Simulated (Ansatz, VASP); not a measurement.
## H in VASP and in Ansatz

The input INCAR:

```
PREC     = Accurate       # precision mode
ENCUT    = 520            # plane-wave cutoff, eV
EDIFF    = 1E-6           # SCF threshold, eV
ISMEAR   = -1             # smearing method
SIGMA    = 0.2241         # smearing width, eV
LREAL    = Auto         
LASPH    = T              # aspherical terms in the spheres
NELM     = 100            # most SCF steps
ALGO     = Fast           # electronic algorithm
ISIF     = 2              # what is computed and relaxed
LWAVE    = F              # write WAVECAR
LCHARG   = F              # write CHGCAR
GGA      = PE             # functional
NBANDS   = 22             # bands
```

Contents of KPOINTS:

```
regular mesh
0
Gamma
  4 4 4
```

Contents of POSCAR:

```
H
1.0
    0.0000000000      5.2995296013      4.2755163632
    0.0000000000     -5.2995296013      4.2755163632
    5.4163353235      0.0000000000     -4.2755163632
H
16
Direct
    0.0505144105      0.7071016600      0.7396609966
    0.2886652548      0.8877066816      0.0371234495
    0.6230302872      0.3046853369      0.1989291631
    0.8589231317      0.0378440649      0.5321109089
    0.7377290312      0.7854283465      0.8303378880
    0.6095213720      0.5789328477      0.9548953327
    0.1723066557      0.7753356571      0.4905173477
    0.7981923261      0.1287136650      0.2713112964
    0.6142137076      0.7711805224      0.8007135099
    0.6504126660      0.5269923103      0.0389909085
    0.0872133709      0.5896665472      0.3868421016
    0.7168809917      0.9876281012      0.1226009479
    0.1372353290      0.6511554906      0.7200145728
    0.3449802779      0.8581154841      0.1451936530
    0.5677835402      0.3810717568      0.2192533700
    0.7423976477      0.0284415276      0.5115045534
```

Input for Ansatz:

```yaml
crystal:
  lattice:
    - [0.0, 5.2995296013, 4.2755163632]
    - [0.0, -5.2995296013, 4.2755163632]
    - [5.4163353235, 0.0, -4.2755163632]
  atoms:
    - { symbol: H, position: [0.0505144105, 0.70710166, 0.7396609966] }
    - { symbol: H, position: [0.2886652548, 0.8877066816, 0.0371234495] }
    - { symbol: H, position: [0.6230302872, 0.3046853369, 0.1989291631] }
    - { symbol: H, position: [0.8589231317, 0.0378440649, 0.5321109089] }
    - { symbol: H, position: [0.7377290312, 0.7854283465, 0.830337888] }
    - { symbol: H, position: [0.609521372, 0.5789328477, 0.9548953327] }
    - { symbol: H, position: [0.1723066557, 0.7753356571, 0.4905173477] }
    - { symbol: H, position: [0.7981923261, 0.128713665, 0.2713112964] }
    - { symbol: H, position: [0.6142137076, 0.7711805224, 0.8007135099] }
    - { symbol: H, position: [0.650412666, 0.5269923103, 0.0389909085] }
    - { symbol: H, position: [0.0872133709, 0.5896665472, 0.3868421016] }
    - { symbol: H, position: [0.7168809917, 0.9876281012, 0.1226009479] }
    - { symbol: H, position: [0.137235329, 0.6511554906, 0.7200145728] }
    - { symbol: H, position: [0.3449802779, 0.8581154841, 0.145193653] }
    - { symbol: H, position: [0.5677835402, 0.3810717568, 0.21925337] }
    - { symbol: H, position: [0.7423976477, 0.0284415276, 0.5115045534] }
basis:
  ecutwfc: 420
kpoints:
  mp_grid: { grid: [4, 4, 4] }
hamiltonian:
  xc: pbe
scf:
  occupations: { method: fermi_dirac, width: 0.2241 }
output:
  forces: true
  stress: true
  eigenvalues: true
  populations: true
```

Alike in both runs: task single point; functional PBE; k mesh 4 × 4 × 4; occupations fermi-dirac, width 0.2241 eV; no spin polarisation.

|  | VASP | Ansatz |
| --- | --- | --- |
| version | VASP 6.6.1 | Ansatz 0.2.0 |
| potentials or method | VASP PAW PBE potentials, release 64 (H) | scalar-relativistic, plane waves, PAW |
| plane-wave cutoff (eV) | 520 | 420 |
| valence electrons in the cell | 16 | 16 |

|  | VASP | Ansatz | Ansatz less VASP |
| --- | --- | --- | --- |
| gap on the k mesh at the Fermi level (eV) | 6.34 | 6.34 | 0.000 |
| least direct gap on the mesh (eV) | 6.47 | 6.47 | 0.000 |
| pressure (GPa) | -0.9 | -0.7 | +0.15 |
| largest component of the traceless stress (GPa) | 2.09 | 2.09 | 0.000 |
| rms of the force components (eV/Å) | 1.398 | 1.398 | -0.0003 |

Atom by atom the forces differ by 0.005 eV/Å (rms over components).

Caveats: forces of over 1 eV/Å show positions far from the minimum, so gaps and moduli don't describe the material at rest. A k mesh can miss the band edges.
